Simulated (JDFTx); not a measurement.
**BaS under changes of volume**

One of the cells (32.576 Å³/atom); the others are scaled copies at fixed shape and fractional positions:

```
CELL_PARAMETERS angstrom
0.00000 3.19375 3.19375
3.19375 0.00000 3.19375
3.19375 3.19375 0.00000
ATOMIC_POSITIONS crystal
Ba 0.00000 0.00000 0.00000
S 0.50000 0.50000 0.50000
```

```yaml
Program: JDFTx 1.7.0 (patched build)
Functional: PBEsol
Potentials_or_basis: PseudoDojo-SR-PBEsol-0.4.1-standard with smoothed tails
Cutoff: 707 eV
Density_cutoff: 5660 eV
k_mesh: 7 × 7 × 7
Occupations: fermi-dirac, width 0.05 eV
Spin: no spin polarisation
```

```csv
volume (Å³/atom),energy over the lowest point (meV/atom),pressure (GPa),gap on the mesh (eV)
30.622,?,?,?
31.273,2.11,1.0,2.01
31.925,0.00,0.0,2.05
32.576,1.73,-0.9,2.08
33.228,6.90,-1.7,2.11
33.879,15.13,-2.4,2.14
34.531,26.11,-3.0,2.17
```

Problem. What does the run at 30.622 Å³/atom give?

Solution. Energy over the lowest point 8.53 meV/atom; pressure 2.1 GPa; gap on the mesh 1.97 eV.

Worked out: A Birch-Murnaghan fit of order 3 (a polynomial in V^(-2/3)) to the other rows has its minimum at 31.94 Å³/atom with B0 = V·E''(V) = 46 GPa and B' = 4.5. It gives 8.52 meV/atom at 30.622 Å³/atom, against the run's 8.53, and -dE/dV = 2.1 GPa, against 2.1. A straight line through the other rows of the gap, of slope 1.59 eV per unit of ln V, extrapolates to 1.98 eV, against the run's 1.97.

Energies are extrapolated to zero smearing.

Caveats: this release of the barium file is off; spin-orbit coupling is left out, which moves the levels of the heavy elements; an odd mesh through Γ misses points on the zone boundary, where band edges often lie.
